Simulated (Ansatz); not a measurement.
Zr, DFT, PBE, PAW with Ansatz's default frozen-core files, scalar-relativistic (Ansatz 0.2.0), run on 1 thread of AMD EPYC 7B13 (Zen 3) on a shared host.

The cell comes from COD entry 9008559, which wasn't checked; take it as a given geometry. The listed cell was then made from it by scaling, straining or moving an atom.

Command: `ansatz run input.yaml --threads 1 --pin off --max-ram 3072MiB --backend cpu --events-out ev --progress --plain --runs-dir out`

```yaml
crystal:
  lattice:
    - [-1.8462, 1.81, 1.81]
    - [1.81, -1.8462, 1.81]
    - [1.81, 1.81, -1.8462]
  atoms:
    - { symbol: Zr, position: [0.0, 0.0, 0.0] }
kpoints:
  mp_grid: { grid: [14, 14, 14] }
scf:
  occupations: { method: fermi_dirac, width: 0.08 }
hamiltonian:
  xc: pbe
  pseudopotentials: { kind: paw }
output:
  forces: true
  stress: true
  eigenvalues: true
  efg: { contact_densities: true }
  write_density: true
  write_potential: true
  elf: true
  volumetric_format: npy
```

How large is the problem that the program sets up?

288 irreducible k-points, 453 plane waves at Γ, 10 bands.

Estimate the wall time and the peak memory.

5.2 s of wall time for 6 SCF iterations, with a peak of 0.45 GiB. Times on shared machines scatter by tens of per cent.

And the same cell and mesh by crystal-made all-electron datasets, asked for forces, stress, eigenvalues, efg, on the same hardware?

10 s, peak memory 0.45 GiB.
